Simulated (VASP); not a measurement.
# Si (Fd-3m) in VASP: a series of runs

Runs on Si. Level: PBEsol. Tasks: relaxation of cell and atoms.

All numbers are computed with VASP 6.6.1; they aren't measurements. Logs are shortened: lines on timing, memory, paths and dates and some standing lists are left out, and cuts for length are marked.

## Step 1: The crystal as given

It takes space group Fd-3m (No. 227, cubic). The conventional cell has a = 5.427 Å, b = 5.427 Å, c = 5.427 Å, α = 90.00°, β = 90.00°, γ = 90.00°. Around Si (site symmetry -43m) lie 4 Si at 2.35 Å.

## Step 2: Relaxation of cell and atoms, PBEsol

The input, INCAR:

```
SYSTEM = Si
PREC = Accurate ; ENCUT = 520
EDIFF = 1E-7 ; ISMEAR = 0
SIGMA = 0.02 ; LREAL = .False.
LASPH = .True. ; NELM = 100
ALGO = Normal ; ISIF = 3
LWAVE = .False. ; LCHARG = .False.
GGA = PS ; IBRION = 2
NSW = 80 ; EDIFFG = -0.002
KPAR = 4
```

The input, KPOINTS:

```
Automatic mesh
0
Gamma
  10 10 10
  0 0 0
```

The input, POSCAR:

```
Si
1.0
    0.0000000000      2.7135600000      2.7135600000
    2.7135600000      0.0000000000      2.7135600000
    2.7135600000      2.7135600000      0.0000000000
Si
2
Direct
    0.7500000000      0.7500000000      0.7500000000
    0.5000000000      0.5000000000      0.5000000000
```

Potentials or basis: VASP PAW PBE potentials, release 64 (Si).

Command:

```console
$ cat potpaw_PBE.64/Si/POTCAR > POTCAR
$ mpirun -np 4 vasp_std > vasp.out
```

OUTCAR:

```text
SYSTEM = Si
   PREC = Accurate
   ENCUT = 520
   EDIFF = 1E-7
   ISMEAR = 0
   LREAL = .False.
   LASPH = .True.
   NELM = 100
   ISIF = 3
   GGA = PS
   IBRION = 2
   NSW = 80
   EDIFFG = -0.002

 ion  position               nearest neighbor table
   1  0.750  0.750  0.750-   2 2.35   2 2.35   2 2.35   2 2.35
   2  0.500  0.500  0.500-   1 2.35   1 2.35   1 2.35   1 2.35

  LATTYP: Found a face centered cubic cell.
 ALAT       =     5.4271200000

  Lattice vectors:

 A1 = (   0.0000000000,   2.7135600000,   2.7135600000)
 A2 = (   2.7135600000,   0.0000000000,   2.7135600000)
 A3 = (   2.7135600000,   2.7135600000,   0.0000000000)

Analysis of symmetry for initial positions (statically):
=====================================================================
 Subroutine PRICEL returns:
 Original cell was already a primitive cell.

 Routine SETGRP: Setting up the symmetry group for a
 face centered cubic supercell.

 Subroutine GETGRP returns: Found 48 space group operations
 (whereof 24 operations were pure point group operations)
 out of a pool of 48 trial point group operations.

The static configuration has the point symmetry T_d .
 The point group associated with its full space group is O_h .

Analysis of symmetry for dynamics (positions and initial velocities):
=====================================================================
 Subroutine PRICEL returns:
 Original cell was already a primitive cell.

 Routine SETGRP: Setting up the symmetry group for a
 face centered cubic supercell.

 Subroutine GETGRP returns: Found 48 space group operations
 (whereof 24 operations were pure point group operations)
 out of a pool of 48 trial point group operations.

The dynamic configuration has the point symmetry T_d .
 The point group associated with its full space group is O_h .

 Subroutine INISYM returns: Found 48 space group operations
 (whereof 24 operations are pure point group operations),
 and found     1 'primitive' translations

----------------------------------------------------------------------------------------

                                     Primitive cell

  volume of cell :      39.9621

  direct lattice vectors                    reciprocal lattice vectors
     0.000000000  2.713560000  2.713560000    -0.184259792  0.184259792  0.184259792
     2.713560000  0.000000000  2.713560000     0.184259792 -0.184259792  0.184259792
     2.713560000  2.713560000  0.000000000     0.184259792  0.184259792 -0.184259792

  length of vectors
     3.837553354  3.837553354  3.837553354     0.319147321  0.319147321  0.319147321

  position of ions in fractional coordinates (direct lattice)
     0.750000000  0.750000000  0.750000000
     0.500000000  0.500000000  0.500000000

  ion indices of the primitive-cell ions
   primitive index   ion index
                 1           1
                 2           2

----------------------------------------------------------------------------------------

 KPOINTS: Automatic mesh

Automatic generation of k-mesh.
 Grid dimensions read from file:
 generate k-points for:   10   10   10

 Generating k-lattice:

  Cartesian coordinates                     Fractional coordinates (reciprocal lattice)
    -0.018425979  0.018425979  0.018425979     0.100000000  0.000000000  0.000000000
     0.018425979 -0.018425979  0.018425979     0.000000000  0.100000000  0.000000000
     0.018425979  0.018425979 -0.018425979     0.000000000  0.000000000  0.100000000

  Length of vectors
     0.031914732  0.031914732  0.031914732

  Shift w.r.t. Gamma in fractional coordinates (k-lattice)
     0.000000000  0.000000000  0.000000000

 Subroutine IBZKPT returns following result:
 ===========================================

 Found     47 irreducible k-points:

 Following reciprocal coordinates:
            Coordinates               Weight
  0.000000  0.000000  0.000000      1.000000
  0.100000  0.000000  0.000000      8.000000
  0.200000  0.000000  0.000000      8.000000
  0.300000  0.000000  0.000000      8.000000
  0.400000  0.000000  0.000000      8.000000
  0.500000  0.000000  0.000000      4.000000
[... 16 lines left out ...]
  0.300000  0.300000  0.000000      6.000000
  0.400000  0.300000  0.000000     24.000000
 [... further k-points ...]
   k-points           NKPTS =     47   k-points in BZ     NKDIM =     47   number of bands    NBANDS=      8
   number of dos      NEDOS =    301   number of ions     NIONS =      2
   total plane-waves  NPLWV =  27000
   dimension x,y,z NGX =    30 NGY =   30 NGZ =   30
   dimension x,y,z NGXF=    60 NGYF=   60 NGZF=   60
   ions per type =               2
   NGX,Y,Z   is equivalent  to a cutoff of  13.00, 13.00, 13.00 a.u.
   NGXF,Y,Z  is equivalent  to a cutoff of  25.99, 25.99, 25.99 a.u.
 SYSTEM =  Si
   PREC   = accura    normal or accurate (medium, high low for compatibility)
   ISTART =      0    job   : 0-new  1-cont  2-samecut
   ICHARG =      2    charge: 1-file 2-atom 10-const
   ISPIN  =      1    spin polarized calculation?
   LNONCOLLINEAR =      F non collinear calculations
   LSORBIT =      F    spin-orbit coupling
   LASPH  =      T    aspherical Exc in radial PAW
   ENCUT  =  520.0 eV  38.22 Ry    6.18 a.u.   7.14  7.14  7.14*2*pi/ulx,y,z
   NELM   =    100;   NELMIN=  2; NELMDL= -5     # of ELM steps
   EDIFF  = 0.1E-06   stopping-criterion for ELM
   LREAL  =      F    real-space projection
   EDIFFG = -.2E-02   stopping-criterion for IOM
   NSW    =     80    number of steps for IOM
   IBRION =      2    ionic relax: 0-MD 1-quasi-New 2-CG
   NFREE  =      1    steps in history (QN), initial steepest desc. (CG)
   ISIF   =      3    stress and relaxation
   ISYM   =      2    0-nonsym 1-usesym 2-fastsym
   POTIM  = 0.5000    time-step for ionic-motion
   TEBEG  =    0.0;   TEEND  =   0.0 temperature during run
   PSTRESS=    0.0 pullay stress
   NELECT =       8.0000    total number of electrons
   NUPDOWN=      -1.0000    fix difference up-down
   EMIN   =  10.00;   EMAX   =-10.00  energy-range for DOS
   EFERMI =   0.00;   METHOD = LEGACY
   ISMEAR =     0;   SIGMA  =   0.02  broadening in eV -4-tet -1-fermi 0-gaus
   EFERMI_NEDOS =   21; number of points for ismear=-14 and -15
   IALGO  =     38    algorithm
   IMIX   =      4    mixing-type and parameters
     AMIX     =   0.40;   BMIX     =  1.00
     AMIX_MAG =   1.60;   BMIX_MAG =  1.00
  volume/ion in A,a.u.               =      19.98       134.84
  Fermi-wavevector in a.u.,A,eV,Ry     =   0.957684  1.809760 12.478691  0.917158
  Thomas-Fermi vector in A             =   2.086724
   LORBIT       =      0    0 simple, 1 ext, 2 COOP (PROOUT), +10 PAW based schemes
   GGA     = PS    functional components
   LHFCALC =     F    Hartree Fock is set to
   AEXX    =    0.0000 exact exchange contribution
   IVDW    =     0    specifies the selected vdW correction
   LEPSILON=     F    determine dielectric tensor
   LRPA    =     F    only Hartree local field effects (RPA)
 conjugate gradient relaxation of ions
 non-spin polarized calculation
 Gauss-broadening in eV      SIGMA  =   0.02
  energy-cutoff  :      520.00
  volume of cell :       39.96
 maximum number of plane-waves:      1091
 NGX is ok and might be reduce to    30
   NGX = 15   NGY = 15   NGZ = 15

--------------------------------------- Ionic step        1  -------------------------------------------

 number of electron       8.0000000 magnetization

 Free energy of the ion-electron system (eV)
  ---------------------------------------------------
  ext. energy  EPLUGINS =         0.00000000
  ---------------------------------------------------
  free energy    TOTEN  =       -11.49233427 eV

  energy without entropy =      -11.49233427  energy(sigma->0) =      -11.49233427

------------------------ aborting loop because EDIFF is reached ----------------------------------------

  FORCE on cell =-STRESS in cart. coord.  units (eV):
  Direction    XX          YY          ZZ          XY          YZ          ZX
  --------------------------------------------------------------------------------------
  -------------------------------------------------------------------------------------
  Total        0.1118525      0.1118525      0.1118525      0.0000000     -0.0000000      0.0000000
  in kB        4.4844379      4.4844379      4.4844379      0.0000000     -0.0000000      0.0000000
  external PRESSURE =       4.4844379 kB  Pullay stress =       0.0000000 kB

 VOLUME and BASIS-vectors are now :
 -----------------------------------------------------------------------------
  energy-cutoff  :      520.00
  volume of cell :       39.96
      direct lattice vectors                 reciprocal lattice vectors
     0.000000000  2.713560000  2.713560000    -0.184259792  0.184259792  0.184259792
     2.713560000  0.000000000  2.713560000     0.184259792 -0.184259792  0.184259792
     2.713560000  2.713560000  0.000000000     0.184259792  0.184259792 -0.184259792
[... 37 lines left out ...]
 POSITION                                       TOTAL-FORCE (eV/Angst)
 -----------------------------------------------------------------------------------
      4.08132      4.08132      4.08132        -0.000000     -0.000000     -0.000000
      2.72088      2.72088      2.72088         0.000000      0.000000      0.000000
 -----------------------------------------------------------------------------------
    total drift:                                0.000000     -0.000000     -0.000000

  FREE ENERGIE OF THE ION-ELECTRON SYSTEM (eV)
  ---------------------------------------------------
  free  energy   TOTEN  =       -11.4924602633 eV

  energy  without entropy=      -11.4924602633  energy(sigma->0) =      -11.49246026

--------------------------------------- Ionic step        3  -------------------------------------------

 number of electron       8.0000001 magnetization

 Free energy of the ion-electron system (eV)
  ---------------------------------------------------
  ext. energy  EPLUGINS =         0.00000000
  ---------------------------------------------------
  free energy    TOTEN  =       -11.49259461 eV

  energy without entropy =      -11.49259461  energy(sigma->0) =      -11.49259461

 E-fermi :   5.8494     XC(G=0):  -9.5431

 val. band max:        5.7628722393   @ k =   0.0000   0.0000   0.0000
 cond. band min:       6.2340896295   @ k =   0.4000   0.4000   0.0000
 fundamental gap:      0.4712173902
 Fermi energy:         5.8494411911

 k-point     1 :       0.0000    0.0000    0.0000
  band No.  band energies     occupation
      1      -6.2089      2.00000
      2       5.7629      2.00000
      3       5.7629      2.00000
      4       5.7629      2.00000
      5       8.2790      0.00000
      6       8.2790      0.00000
      7       8.2790      0.00000
      8       9.0563      0.00000

 k-point     2 :       0.1000    0.0000    0.0000
  band No.  band energies     occupation
      1      -6.0778      2.00000
      2       4.6065      2.00000
      3       5.5623      2.00000
      4       5.5623      2.00000
      5       8.2772      0.00000
      6       8.5733      0.00000
      7       8.5733      0.00000
      8       9.9869      0.00000
[... 221 lines left out ...]
 k-point    23 :       0.3000    0.3000    0.0000
  band No.  band energies     occupation
      1      -4.6572      2.00000
      2       1.3456      2.00000
      3       3.5191      2.00000
      4       3.5191      2.00000
      5       6.5245      0.00000
      6       8.0633      0.00000
      7      12.3696      0.00000
      8      12.3696      0.00000

 k-point    24 :       0.4000    0.3000    0.0000
  band No.  band energies     occupation
      1      -4.0429      2.00000
      2       0.3396      2.00000
      3       2.8800      2.00000
      4       3.3142      2.00000
      5       6.7121      0.00000
      6       7.8991      0.00000
      7      12.6616      0.00000
      8      12.7826      0.00000

 [... further k-points ...]

------------------------ aborting loop because EDIFF is reached ----------------------------------------

  FORCE on cell =-STRESS in cart. coord.  units (eV):
  Direction    XX          YY          ZZ          XY          YZ          ZX
  --------------------------------------------------------------------------------------
  -------------------------------------------------------------------------------------
  Total        0.0012376      0.0012376      0.0012376      0.0000000     -0.0000000      0.0000000
  in kB        0.0493852      0.0493852      0.0493852      0.0000000     -0.0000000      0.0000000
  external PRESSURE =       0.0493852 kB  Pullay stress =       0.0000000 kB

 VOLUME and BASIS-vectors are now :
 -----------------------------------------------------------------------------
  energy-cutoff  :      520.00
  volume of cell :       40.15
      direct lattice vectors                 reciprocal lattice vectors
     0.000000000  2.717798387  2.717798387    -0.183972440  0.183972440  0.183972440
     2.717798387 -0.000000000  2.717798387     0.183972440 -0.183972440  0.183972440
     2.717798387  2.717798387  0.000000000     0.183972440  0.183972440 -0.183972440

 POSITION                                       TOTAL-FORCE (eV/Angst)
 -----------------------------------------------------------------------------------
      4.07670      4.07670      4.07670        -0.000000     -0.000000     -0.000000
      2.71780      2.71780      2.71780         0.000000      0.000000      0.000000
 -----------------------------------------------------------------------------------
    total drift:                                0.000000     -0.000000     -0.000000

  FREE ENERGIE OF THE ION-ELECTRON SYSTEM (eV)
  ---------------------------------------------------
  free  energy   TOTEN  =       -11.4925946064 eV

  energy  without entropy=      -11.4925946064  energy(sigma->0) =      -11.49259461

 reached required accuracy - stopping structural energy minimisation
```

It took 14 s on 4 MPI ranks of AMD EPYC 7R13 (Zen 3), shared host; peak memory 0.14 GiB.

Results:

```yaml
Free_energy: -11.4926 eV
Relaxed_volume: 20.07 Å³/atom
Relaxed_cell: a = 3.844 Å, b = 3.844 Å, c = 3.844 Å, α = 60.00°, β = 60.00°, γ = 60.00°
Space_group_after_relaxing_to_0.05_Å: Fd-3m (No. 227)
Energy_gained_by_relaxing: 0.1 meV/atom
Ionic_steps: 3
Pressure_after_relaxing: 0.0 GPa
Band_gap_on_the_k_mesh: 0.47 eV, indirect (least direct gap 2.52 eV)
```

The path:
| step | energy change (eV) | largest force (eV/Å) | pressure (GPa) | volume (Å³) |
| --- | --- | --- | --- | --- |
| 1 | 0.0000 | 0.0000 | 0.45 | 39.96 |
| 2 | -0.0001 | 0.0000 | -0.31 | 40.29 |
| 3 | -0.0003 | 0.0000 | 0.00 | 40.15 |

Final structure:
```
Si
1.0
     0.00000    2.71780    2.71780
     2.71780    0.00000    2.71780
     2.71780    2.71780    0.00000
Si
2
Direct
  0.75000 0.75000 0.75000
  0.50000 0.50000 0.50000
```

Levels at points of the mesh, in eV from the valence-band top:
```csv
k point,band 2,band 3,band 4,band 5,band 6,band 7
"(0.00, 0.00, 0.00)",0.00,0.00,0.00,2.52,2.52,2.52
"(0.50, 0.00, 0.00)",-7.00,-1.20,-1.20,1.46,3.27,3.27
"(0.50, 0.50, 0.00)",-7.82,-2.87,-2.87,0.59,0.59,10.04
```

Caveat: the PAW data sets were made with another functional, which shifts forces and pressure a little.

(Continued in part 2 of 2.)
